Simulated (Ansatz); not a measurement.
## Smearing, entropy and the zero-width energy in Al3Cu2

Computed with DFT r2SCAN, scalar-relativistic, plane waves, PAW in Ansatz 0.2.0.

```
CELL_PARAMETERS angstrom
4.09195 0.00000 0.00000
-2.04598 3.54373 0.00000
0.00000 0.00000 4.99278
ATOMIC_POSITIONS crystal
Al 0.00000 0.00000 0.00000
Al 0.33333 0.66667 0.34993
Al 0.66667 0.33333 0.65007
Cu 0.33333 0.66667 0.83951
Cu 0.66667 0.33333 0.16049
```

The plane-wave cutoff is 500 eV and the Γ-centred k-mesh is 12×12×8. The spin treatment is unpolarised.

The same metal under several smearings of width σ, on one mesh. F is the free energy, TS the smearing's entropy term for the cell of 5 atoms, and E = F + TS. Gaussian occupations are ½ erfc[(ε − μ)/σ], and N counts both spins.

| rule | σ (eV) | F − F(narrowest) (meV/atom) | TS (meV/cell) |
| --- | --- | --- | --- |
| Fermi–Dirac | 0.02 | -0.196 | 2.004 |
| Fermi–Dirac | 0.05 | -1.045 | 9.244 |
| Fermi–Dirac | 0.3 | -34.053 | 359.775 |
| Gaussian | 0.02 | 0.000 | 0.448 |
| Gaussian | 0.1 | -0.687 | 5.950 |
| Gaussian | 0.2 | -2.336 | 21.271 |

Question: For a density of states N (both spins) that is flat over the smeared range, TS = Nσ²/2 (Gaussian) and (π²/3)Nσ² (Fermi–Dirac). What N does each run give?

Answer:
```csv
rule,σ (eV),N (states/eV a cell)
Fermi–Dirac,0.02,1.52
Fermi–Dirac,0.05,1.12
Fermi–Dirac,0.3,1.22
Gaussian,0.02,2.24
Gaussian,0.1,1.19
Gaussian,0.2,1.06
```

Equal entropy needs σ_Gauss = π√(2/3) σ_FD = 2.57 σ_FD, so a Fermi–Dirac width acts like a Gaussian one 2.57 times as large. At moderate widths N lies between 1.06 and 1.52. The drift shows structure in the density of states within the smeared window (a rise with width points to a dip at the Fermi level, a fall to a peak or a steep flank), or a mesh too coarse for the narrower widths. At the narrowest widths only the few mesh levels within σ of μ count, so N can scatter there.

Question: To second order F = E0 − TS/2 and E = E0 + TS/2. How well does E0 = (E + F)/2 undo the smearing?

Answer:
```tsv
rule	σ (eV)	F − E0(narrowest) (meV/atom)	(E + F)/2 − E0(narrowest) (meV/atom)
Fermi–Dirac	0.02	-0.24	-0.04
Fermi–Dirac	0.05	-1.09	-0.17
Fermi–Dirac	0.3	-34.10	1.88
Gaussian	0.02	-0.04	0.00
Gaussian	0.1	-0.73	-0.14
Gaussian	0.2	-2.38	-0.25
```

At Gaussian 0.2 eV the free energy is off by -2.38 meV/atom and the mean by -0.25. What remains is of order σ⁴ plus the mesh error of the narrowest run, which is no exact reference. Forces and stress are derivatives of F, not of E0, so they keep the σ² error.

7 further runs of this set aren't shown.

Cost: 6 runs of about 6.5 core-minutes in all, on Intel Xeon Processor @ 2.50GHz (Skylake/Cascade Lake) (shared hosts).

Once the widths are put on a common scale, the two rules tell one story: the apparent density of states falls steadily from the narrowest smearing to Gaussian 0.2 eV, then rises at Fermi–Dirac 0.3 eV. The fall may be only coarse sampling of the Fermi surface, but the final rise, together with the change of sign in the corrected energy to 1.88 meV/atom, suggests that more states lie further from the Fermi level, within reach of the broad Fermi–Dirac tails. The quadratic correction assumes a flat density of states and so overshoots there.

Such a shallow depression would suit an Al–Cu compound, in which the Cu 3d shell is filled and lies well below the Fermi level, leaving mainly broad sp-derived states to carry the metallic character. Scattering of these states at Brillouin-zone planes, the Hume-Rothery mechanism, could produce the dip. The entropies alone can't establish that origin, nor show that it stabilises this structure over competing Al–Cu phases.
